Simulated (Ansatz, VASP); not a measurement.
**One calculation of PbO (Litharge), two programs**

```xyz
4
Lattice="3.9085 0.0000 0.0000 0.0000 3.9085 0.0000 0.0000 0.0000 4.9077" Properties=species:S:1:pos:R:3 pbc="T T T"
Pb    1.9543    0.0000    3.7299
Pb    0.0000    1.9543    1.1779
O     1.9543    1.9543    0.0000
O     0.0000    0.0000    0.0000
```

Change from the starting cell: volume scaled by 0.94.

Alike in both runs: task single point; functional PBE; k mesh 7 × 7 × 6; occupations fermi-dirac, width 0.05 eV; no spin polarisation.

|  | VASP | Ansatz |
| --- | --- | --- |
| version | VASP 6.6.1 | Ansatz 0.2.0 |
| potentials or method | VASP PAW PBE potentials, release 64 (Pb_d, O) | Ansatz PAW |
| plane-wave cutoff (eV) | 520 | 420 |
| valence electrons in the cell | 40 | 40 |

Ansatz gave:

- gap on the k mesh at the Fermi level (eV): 1.30
- least direct gap on the mesh (eV): 2.47
- pressure (GPa): 9.2
- largest component of the traceless stress (GPa): 1.47
- rms of the force components (eV/Å): 0.353

Q: Estimate VASP's values.

A: gap on the k mesh at the Fermi level (eV): 1.31; least direct gap on the mesh (eV): 2.45; pressure (GPa): 9.3; largest component of the traceless stress (GPa): 1.48; rms of the force components (eV/Å): 0.373.

Atom by atom the forces differ by 0.020 eV/Å (rms over components).

Caveats: spin-orbit coupling is left out, which as a rule narrows the gap of such compounds by several tenths of an eV; an odd mesh through Γ misses points on the zone boundary, where band edges often lie (VASP); odd divisions of the mesh miss points on the zone boundary, where band edges often lie, so the gap on the mesh can be too wide (Ansatz); the pressure holds a Pulay correction of +0.3 GPa for the finite cutoff (Ansatz).
